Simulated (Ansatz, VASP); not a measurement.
## BN: VASP beside Ansatz

```
CELL_PARAMETERS angstrom
2.52269 0.00000 0.00000
-1.26135 2.18472 0.00000
0.00000 0.00000 4.17433
ATOMIC_POSITIONS crystal
B 0.33333 0.66667 0.99980
B 0.66667 0.33333 0.49980
N 0.33333 0.66667 0.37420
N 0.66667 0.33333 0.87420
```

Alike in both runs: functional LDA; k mesh 9 × 9 × 6; occupations gaussian, width 0.02 eV; no spin polarisation.

Ansatz relaxed the structure, and its values are those at the end. VASP's run is a single point on that final structure, the one shown.

|  | VASP | Ansatz |
| --- | --- | --- |
| version | VASP 6.6.1 | Ansatz 0.2.0 |
| potentials or method | VASP PAW LDA potentials, release 64 (B, N) | scalar-relativistic, plane waves, PAW |
| plane-wave cutoff (eV) | 520 | 420 |
| valence electrons in the cell | 16 | 16 |

|  | VASP | Ansatz | Ansatz less VASP |
| --- | --- | --- | --- |
| gap on the k mesh at the Fermi level (eV) | 4.90 | 4.92 | +0.020 |
| least direct gap on the mesh (eV) | 8.28 | 8.29 | +0.006 |
| pressure (GPa) | 1.2 | 0.0 | -1.22 |

Ansatz warned: «pseudo_functional_mismatch».

Caveats: an odd mesh through Γ misses points on the zone boundary, where band edges often lie. As with any semilocal functional, this LDA gap is likely too small.
